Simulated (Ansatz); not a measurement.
# Zone-centre phonons of SnSe at 35 GPa: input and output

These are results of DFT PBEsol, scalar-relativistic, plane waves, PAW in Ansatz, not measurements.

Launched with:
```bash
ansatz run input.yaml --threads 1 --pin off --max-ram 3072MiB --backend cpu --events-out ev --progress --plain --runs-dir out
```

Input (bare energies are in eV):
```yaml
crystal:
  lattice:
    - [0.0, 2.6748266586, 2.6748266586]
    - [2.6748266586, 0.0, 2.6748266586]
    - [2.6748266586, 2.6748266586, 0.0]
  atoms:
    - { symbol: Sn, position: [0.0, 0.0, 0.0] }
    - { symbol: Se, position: [0.5, 0.5, 0.5] }
basis:
  ecutwfc: 420
kpoints:
  mp_grid: { grid: [14, 14, 14] }
hamiltonian:
  xc: pbesol
scf:
  occupations: { method: fermi_dirac, width: 0.15 }
output:
  eigenvalues: true
phonons:
  method: dfpt
  eigenvectors: true
```

Results section of the output:
```
--- Phonons (Γ-DFPT): 2 representative perturbations + reference, on 244 of 2744 k-points (Σ response iterations 6) ---
  k mesh reduced under 8 symmetry operations, with k and −k counted as one. Each operation leaves every solved perturbation unchanged. A smaller set is not used because it would not reduce the number of displacements ...
  ASR residual: 3.919e-5 → 0.000e0 eV/Å²; symmetrization residual: 4.363e-6 eV/Å²
  ASR residual per site (eV/Å²): 9.58e-6 3.92e-5
  Γ frequencies (cm⁻¹): 0.00 0.00 0.00 179.99 179.99 179.99
  non-analytic LO–TO correction: not included (Born effective charges unavailable; polar crystals: no LO–TO splitting at Γ)
```

It took 52 s on 1 thread of Intel(R) Xeon(R) Platinum 8259CL CPU @ 2.50GHz (Skylake/Cascade Lake) (shared host), peak memory 0.88 GiB.

In a metal, frequencies and elastic constants depend on the k mesh and the smearing, soft modes and shear constants most. Spin–orbit coupling is left out, which matters for heavy elements. Other phases may be more stable at this pressure. A semilocal functional can close a gap that the real compound has.

This rock-salt form isn't the usual stable structure of the compound at low pressure.